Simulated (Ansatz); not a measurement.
# In (I4/mmm) in Ansatz: further runs

Runs on In. Level: PBEsol. Tasks: single point, equation of state.

All numbers are computed with Ansatz 0.2.0; they aren't measurements. Logs are shortened: lines on timing, memory, paths and dates and some standing lists are left out, and cuts for length are marked.

### 1 The crystal as given

The structure is tetragonal, space group I4/mmm (No. 139). Conventional cell: a = 3.251 Å, b = 3.251 Å, c = 4.947 Å, α = 90.00°, β = 90.00°, γ = 90.00°. Around In (site symmetry 4/mmm) lie 12 In at 3.25 to 3.38 Å.

### 2 Single point, PBEsol, 24.57 Å³/atom (volume scaled by 0.94)

Input file input.yaml:

```yaml
crystal:
  lattice:
    - [-1.5922878321, 1.5922878321, 2.4232021571]
    - [1.5922878321, -1.5922878321, 2.4232021571]
    - [1.5922878321, 1.5922878321, -2.4232021571]
  atoms:
    - { symbol: In, position: [0.0, 0.0, 0.0] }
kpoints:
  mp_grid: { grid: [11, 11, 11] }
scf:
  occupations: { method: fermi_dirac, width: 0.05 }
hamiltonian:
  xc: pbesol
  pseudopotentials: { kind: all_electron, lapw: { basis_error: 0.001 } }
output:
  forces: true
  stress: true
  eigenvalues: true
```

Potentials or basis: all-electron LAPW, scalar-relativistic.

On the command line:

```
$ ansatz run input.yaml --threads 1 --pin off --max-ram 3072MiB --backend cpu --events-out ev --progress --plain --runs-dir out
```

The program printed:

```text
Warning: RAYON_NUM_THREADS=1 ignored (pool sized by the plan → 1); use --threads N
LAPW: plane waves up to 7.036 Å⁻¹, error target 1.0e-3 eV per atom; small_component_spin mean_spin; In in spheres of 1.592 Å, 21 of its electrons in bands, Dirac shells [] (how accurate: hamiltonian.pseudopotentials.lapw.basis_error, Limitations)
Engine: ansatz 0.2.0, x86_64-unknown-linux-gnu
Pseudopotentials: kind: all_electron
Pseudopotential: In, LAPW, valence charge 21, lapw/all_electron/scalar/gaussian/In, Koelling and Harmon's equation, gaussian nucleus
Functional definition: PBEsol
  exchange = pbesol_x
  correlation = pbesol_c
Crystal: 1 atoms, lattice volume = 24.575 Å³
Basis set: ecut = 188.6020726291473 eV, 145 PW (Γ), exchange–correlation at level 2
Bands: 15, of which v1, the nominal top of the filled ones, is band 11 counted from 1 (10 counted from 0)
Symmetry: 16 space group operations
Space group: I4/mmm (ITA 139), of the structure as read, at distance tolerance 2.9e-5 Å
k-points: 126 of 1331
Non-local potential: In, projectors of the file, none
Initial density: superposition of atomic densities (chi_scale 0.1, normalization cell)
Initial wavefunctions: plane waves of lowest kinetic energy (no species holds an atomic orbital)
Functional: x = pbesol(κ = 0.804, μ = 0.12345679012345678), c = pbesol(β = 0.046)
iter 1 solved again at ethr=4.02e-5 eV; its pass at ethr=1.00e-1 eV (dr2=8.44e-3 eV) is discarded
SCF iter   1: F=—  HF=-159973.591536 eV  |F-HF|=—  |Δ(HF+E_count)|=         —  Δρ=7.10e-3  dr2=8.51e-3  ethr=4.02e-5  ⟨swp⟩=3.4  Hψ=13607  notcnv=0
preconditioner: auto → Kerker (q_TF=auto, 2.658 Å⁻¹)  [metal: Δε(μ)=0.085 eV  Ē_g=19.652 eV  σ=0.050 eV  W_gap=0.39  n_scr=10 (ndim 8)  ℏωp=27.0 eV  f_vac=0.000  D(μ)=0.38/eV (n_scr^D=0)]
SCF iter   2: F=—  HF=-159973.556470 eV  |F-HF|=—  |Δ(HF+E_count)|=   3.51e-2  Δρ=3.87e-3  dr2=3.08e-3  ethr=4.02e-5  ⟨swp⟩=2.0  Hψ=5570  notcnv=0
SCF iter   3: F=—  HF=-159973.553786 eV  |F-HF|=—  |Δ(HF+E_count)|=   2.68e-3  Δρ=2.61e-3  dr2=1.57e-3  ethr=1.46e-5  ⟨swp⟩=2.0  Hψ=5366  notcnv=0
SCF iter   4: F=—  HF=-159973.553352 eV  |F-HF|=—  |Δ(HF+E_count)|=   4.33e-4  Δρ=1.07e-3  dr2=3.32e-4  ethr=7.50e-6  ⟨swp⟩=2.0  Hψ=5368  notcnv=0
iter 5 solved again at ethr=8.75e-8 eV; its pass at ethr=1.58e-6 eV (dr2=1.84e-5 eV) is discarded
SCF iter   5: F=—  HF=-159973.553424 eV  |F-HF|=—  |Δ(HF+E_count)|=   7.15e-5  Δρ=2.38e-4  dr2=1.84e-5  ethr=8.75e-8  ⟨swp⟩=2.0  Hψ=9092  notcnv=0
SCF iter   6: F=—  HF=-159973.553426 eV  |F-HF|=—  |Δ(HF+E_count)|=   1.76e-6  Δρ=6.17e-5  dr2=9.73e-7  ethr=8.75e-8  ⟨swp⟩=2.0  Hψ=5365  notcnv=0
SCF iter   7: F=-159973.553426 eV  HF=-159973.553426 eV  |F-HF|=4.39e-9  |Δ(HF+E_count)|=   2.08e-8  Δρ=1.62e-5  dr2=8.81e-8  ethr=4.63e-9  ⟨swp⟩=2.0  Hψ=5365  notcnv=0
SCF 1 converged in 7 iterations: F = -159973.553426 eV  dr2 = 8.81e-8
SCF converged after 7 iterations
Free energy (F): -159973.553426 eV
Harris-Foulkes:  -159973.553426 eV  (|F-HF|=4.39e-9)
Internal energy: -159973.550019 eV  (E = F + TS)
E sigma→0 (E₀):  -159973.551722 eV
Entropy (-TS):   -0.003407 eV (-3.407 meV/atom)
Fermi energy:    14.530519 eV
--- Per-component energies (eV) ---
  E_band       = -526.068250
  E_kinetic    = 167898.797541
  E_xc         = -4279.823136
  E_electrostatic = -323592.524424  (all electrons and nuclei)
  E_smearing   = -0.003407  (= −TS)
  E_closure    = 0.000000  (closes the sum)
  E_atoms      = -159970.595489  (free atoms, spherical and without spin; not in F)
  Σ components = -159973.553426   (vs F -159973.553426, Δ=0.00e0)
  Basis errors (estimates in eV, not in F): energy 2.2e-4 per atom: plane waves 2.1e-4 (1.1e-4 summed), levels above the bands 1.3e-120, relativity 1.7e-8, radial functions 2.7e-6, core shells 2.3e-9; eigenvalues (radial functions only) 1.8e-5; not estimated: angular momenta, meshes, grids; target (lapw.basis_error) 1.0e-3; muffin-tin radii In 1.592 Å
--- Forces (eV/Å), atoms counted from 1 ---
  atom   1  In    -0.00000000     0.00000000     0.00000000
  max |Σ_I F_I| component: 1.97e-31 eV/Å
--- Stress (GPa, compression-positive) ---
        2.224685       0.000000      -0.000000
        0.000000       2.224685      -0.000000
       -0.000000      -0.000000       1.440695
  P = ⅓ Tr σ = 1.9634 GPa (19.634 kbar)
--- Band table (eV; the first three rows and the last of 126) ---
  k-point 0: bands = ["-100.8000", "-59.3217", "-59.3135", "-59.3135", "-0.2194", "-0.0932", "-0.0932", "0.0063", "0.1271", "4.4821", "25.5758", "25.5758", "25.7744", "26.1833", "29.0009"]
  k-point 1: bands = ["-100.7999", "-59.3220", "-59.3143", "-59.3140", "-0.1780", "-0.1164", "-0.0682", "0.0158", "0.1099", "4.7482", "24.1240", "24.3126", "24.7101", "25.2875", "30.3129"]
  k-point 2: bands = ["-100.7997", "-59.3227", "-59.3167", "-59.3154", "-0.1784", "-0.0637", "-0.0058", "0.0010", "0.1016", "5.5564", "22.0057", "22.2402", "23.1328", "24.0370", "26.3178"]
  k-point 125: bands = ["-100.7993", "-59.3304", "-59.3172", "-59.3165", "-0.4071", "-0.2748", "0.2345", "0.2608", "0.2814", "11.7070", "11.7375", "17.9757", "19.5344", "23.0924", "24.6234"]
```

Run time: 6.7 s. Hardware: 1 thread of Intel Xeon Platinum 8488C (Sapphire Rapids), shared host; peak memory 0.34 GiB.

What came out:

- Free energy: -159973.5534 eV
- Pressure: 2.0 GPa
- Band gap on the k mesh: none (metal or under the smearing width)

### 3 Single point, PBEsol, 25.10 Å³/atom (volume scaled by 0.96)

Edit input.yaml of step 2 so:

```diff
@@ -2,5 +2,5 @@
   lattice:
-    - [-1.5922878321, 1.5922878321, 2.4232021571]
-    - [1.5922878321, -1.5922878321, 2.4232021571]
-    - [1.5922878321, 1.5922878321, -2.4232021571]
+    - [-1.6035014962, 1.6035014962, 2.4402675233]
+    - [1.6035014962, -1.6035014962, 2.4402675233]
+    - [1.6035014962, 1.6035014962, -2.4402675233]
   atoms:
```

Potentials or basis: all-electron LAPW, scalar-relativistic.

On the command line:

```
$ ansatz run input.yaml --threads 1 --pin off --max-ram 3072MiB --backend cpu --events-out ev --progress --plain --runs-dir out
```

It took 6.2 s on 1 thread of Intel Xeon Platinum 8488C (Sapphire Rapids), shared host; peak memory 0.34 GiB.

It converged, with:

| Quantity | Value |
| --- | --- |
| Free energy | -159973.5580 eV |
| Pressure | 0.9 GPa |
| Band gap on the k mesh | none (metal or under the smearing width) |

### 4 Single point, PBEsol, 25.62 Å³/atom (volume scaled by 0.98)

Edit input.yaml of step 3 so:

```diff
@@ -2,5 +2,5 @@
   lattice:
-    - [-1.6035014962, 1.6035014962, 2.4402675233]
-    - [1.6035014962, -1.6035014962, 2.4402675233]
-    - [1.6035014962, 1.6035014962, -2.4402675233]
+    - [-1.6145604767, 1.6145604767, 2.4570974863]
+    - [1.6145604767, -1.6145604767, 2.4570974863]
+    - [1.6145604767, 1.6145604767, -2.4570974863]
   atoms:
```

On the command line:

```
$ ansatz run input.yaml --threads 1 --pin off --max-ram 3072MiB --backend cpu --events-out ev --progress --plain --runs-dir out
```

Wall time 6 s (1 thread of Intel Xeon Platinum 8488C (Sapphire Rapids), shared host); peak memory 0.34 GiB.

Results (log left out):

```yaml
Free_energy: -159973.5593 eV
Pressure: -0.1 GPa
Band_gap_on_the_k_mesh: none (metal or under the smearing width)
```

### 5 Single point, PBEsol, 26.14 Å³/atom

Edit input.yaml of step 4 so:

```diff
@@ -2,5 +2,5 @@
   lattice:
-    - [-1.6145604767, 1.6145604767, 2.4570974863]
-    - [1.6145604767, -1.6145604767, 2.4570974863]
-    - [1.6145604767, 1.6145604767, -2.4570974863]
+    - [-1.62547, 1.62547, 2.4737]
+    - [1.62547, -1.62547, 2.4737]
+    - [1.62547, 1.62547, -2.4737]
   atoms:
```

On the command line:

```
$ ansatz run input.yaml --threads 1 --pin off --max-ram 3072MiB --backend cpu --events-out ev --progress --plain --runs-dir out
```

Run time: 6.1 s. Hardware: 1 thread of Intel Xeon Platinum 8488C (Sapphire Rapids), shared host; peak memory 0.31 GiB.

It converged, with:

```yaml
Free_energy: -159973.5576 eV
Pressure: -0.9 GPa
Band_gap_on_the_k_mesh: none (metal or under the smearing width)
```

### 6 Single point, PBEsol, 26.67 Å³/atom (volume scaled by 1.02)

Edit input.yaml of step 5 so:

```diff
@@ -2,5 +2,5 @@
   lattice:
-    - [-1.62547, 1.62547, 2.4737]
-    - [1.62547, -1.62547, 2.4737]
-    - [1.62547, 1.62547, -2.4737]
+    - [-1.6362350157, 1.6362350157, 2.4900825966]
+    - [1.6362350157, -1.6362350157, 2.4900825966]
+    - [1.6362350157, 1.6362350157, -2.4900825966]
   atoms:
```

Potentials or basis: all-electron LAPW, scalar-relativistic.

On the command line:

```
$ ansatz run input.yaml --threads 1 --pin off --max-ram 3072MiB --backend cpu --events-out ev --progress --plain --runs-dir out
```

Wall time 5.9 s (1 thread of Intel Xeon Platinum 8488C (Sapphire Rapids), shared host); peak memory 0.34 GiB.

Results (log left out):

```yaml
Free_energy: -159973.5534 eV
Pressure: -1.7 GPa
Band_gap_on_the_k_mesh: none (metal or under the smearing width)
```

### 7 Single point, PBEsol, 27.19 Å³/atom (volume scaled by 1.04)

Edit input.yaml of step 6 so:

```diff
@@ -2,5 +2,5 @@
   lattice:
-    - [-1.6362350157, 1.6362350157, 2.4900825966]
-    - [1.6362350157, -1.6362350157, 2.4900825966]
-    - [1.6362350157, 1.6362350157, -2.4900825966]
+    - [-1.6468602161, 1.6468602161, 2.5062524172]
+    - [1.6468602161, -1.6468602161, 2.5062524172]
+    - [1.6468602161, 1.6468602161, -2.5062524172]
   atoms:
```

On the command line:

```
$ ansatz run input.yaml --threads 1 --pin off --max-ram 3072MiB --backend cpu --events-out ev --progress --plain --runs-dir out
```

Wall time 6 s (1 thread of Intel Xeon Platinum 8488C (Sapphire Rapids), shared host); peak memory 0.34 GiB.

It converged, with:

* Free energy: -159973.5469 eV
* Pressure: -2.3 GPa
* Band gap on the k mesh: none (metal or under the smearing width)

### 8 Single point, PBEsol, 27.71 Å³/atom (volume scaled by 1.06)

Edit input.yaml of step 7 so:

```diff
@@ -2,5 +2,5 @@
   lattice:
-    - [-1.6468602161, 1.6468602161, 2.5062524172]
-    - [1.6468602161, -1.6468602161, 2.5062524172]
-    - [1.6468602161, 1.6468602161, -2.5062524172]
+    - [-1.6573500545, 1.6573500545, 2.5222162388]
+    - [1.6573500545, -1.6573500545, 2.5222162388]
+    - [1.6573500545, 1.6573500545, -2.5222162388]
   atoms:
```

On the command line:

```
$ ansatz run input.yaml --threads 1 --pin off --max-ram 3072MiB --backend cpu --events-out ev --progress --plain --runs-dir out
```

Run time: 6.1 s. Hardware: 1 thread of Intel Xeon Platinum 8488C (Sapphire Rapids), shared host; peak memory 0.33 GiB.

The run converged. Its results:

```
Free energy            : -159973.5384 eV
Pressure               : -2.9 GPa
Band gap on the k mesh : none (metal or under the smearing width)
```

### 9 Equation of state, PBEsol

Potentials or basis: all-electron LAPW, scalar-relativistic.

No new run: the results of the series are fitted here.

What came out:

```
Equilibrium volume                        : 25.57 Å³/atom
Bulk modulus at fixed shape and positions : 44 GPa
Pressure derivative of the bulk modulus   : 5.2
```

Energy against volume, from the lowest point:
```tsv
volume (Å³/atom)	energy (meV/atom)
24.575	5.85
25.098	1.26
25.621	0.00
26.144	1.66
26.666	5.90
27.189	12.40
27.712	20.91
```

Caveat: the cell was scaled at fixed shape and fractional positions, which overstates the stiffness of a crystal with free parameters, most of all of layers and chains.
